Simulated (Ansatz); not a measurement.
**BaTiO3 (Amm2): equation of state with a fit**

A script is to give an equation of state with a fit; the system is BaTiO3 (Amm2).

All numbers are computed with the Python package of Ansatz 0.2.0. Level of theory: DFT r2SCAN, plane waves, PAW.

### Step 1. The structure

The structure is orthorhombic, space group Amm2 (No. 38). Conventional cell: a = 3.986 Å, b = 5.674 Å, c = 5.690 Å, α = 90.00°, β = 90.00°, γ = 90.00°. Ba (site symmetry mm2) has 12 O at 2.77 to 2.92 Å as nearest neighbours. Ti (site symmetry mm2) is surrounded by 6 O at 1.93 to 2.09 Å. O (site symmetry mm2) is surrounded by 2 Ti at 2.00 Å and 4 Ba at 2.77 to 2.92 Å. Around O (site symmetry m) lie 2 Ti at 1.93 to 2.09 Å.

No structure file is read: the coordinates are typed or built in the script.

### Step 2. The script

Input file eos.py:

```python
'''Bulk modulus of BaTiO3 from an E(V) curve.'''

import ansatz as az
import numpy as np
from pymatgen.analysis.eos import EOS

vectors0 = np.array([
    [3.9855, 0.0, 0.0],
    [0.0, 2.8369, 2.84515],
    [0.0, -2.8369, 2.84515],
])
sites = [
    ('Ba', (0.0, 0.0, 0.0)),
    ('Ti', (0.5, 0.5124, 0.5124)),
    ('O', (0.0, 0.4874, 0.4874)),
    ('O', (0.5, 0.50524, 0.99184)),
    ('O', (0.5, 0.99184, 0.50524)),
]


def crystal_on(cell):
    crystal = az.Crystal(lattice=az.Lattice.of(cell))
    for symbol, position in sites:
        crystal = crystal.atom(symbol, position)
    return crystal

# scale the volume, keep shape and fractions
volumes, energies, pressures = [], [], []
for scale in np.linspace(0.94, 1.06, 7):
    cell = vectors0 * scale ** (1 / 3)
    calculation = crystal_on(cell).calculation()
    calculation = calculation.functional(az.Functional.R2SCAN).pseudopotentials('paw')
    calculation = calculation.basis(20 * az.Ha)
    calculation = calculation.occupations('fixed')
    calculation = calculation.kpoints(6, 6, 6)
    calculation = calculation.stress()
    report = calculation.run().report
    volumes.append(abs(np.linalg.det(cell)) / len(sites))
    energies.append(report['free_energy_ev'] / len(sites))
    pressures.append(np.trace(report['stress_gpa']) / 3)
    print(f'V = {volumes[-1]:8.4f} A^3/atom  F = {energies[-1]:.5f} eV/atom  P = {pressures[-1]:8.3f} GPa')

for form in ['murnaghan', 'birch_murnaghan']:
    fit = EOS(eos_name=form).fit(volumes, energies)
    print(f'{form:18s} V0 {fit.v0:8.4f} A^3/atom  B0 {fit.b0_GPa:7.1f} GPa  B1 {fit.b1:5.2f}')
```

### Step 3. Running it

The run is started by

```sh
$ python eos.py
```

**Question.** Estimate the equilibrium volume and the bulk modulus.

**Answer**, as computed:

```
                      quantity           value
                 runs compared               7
               range of energy  27.07 meV/atom
lowest point, volume (Å³/atom)          12.867
      equilibrium volume (fit)   12.80 Å³/atom
            bulk modulus (fit)         179 GPa
```

In words: A third-order Birch-Murnaghan fit through the 7 points has its minimum at 12.80 Å³ an atom, 0.5 % below the typed cell, with a bulk modulus of 179 GPa and dB/dP = 4.5. From that minimum the energy rises by 24.1 meV an atom on the compressed side and 27.3 meV on the expanded side. No spin polarisation was allowed. Shape and fractional positions are held along the curve, so the bulk modulus is an upper value where they are free to relax. Pressure is positive in compression.
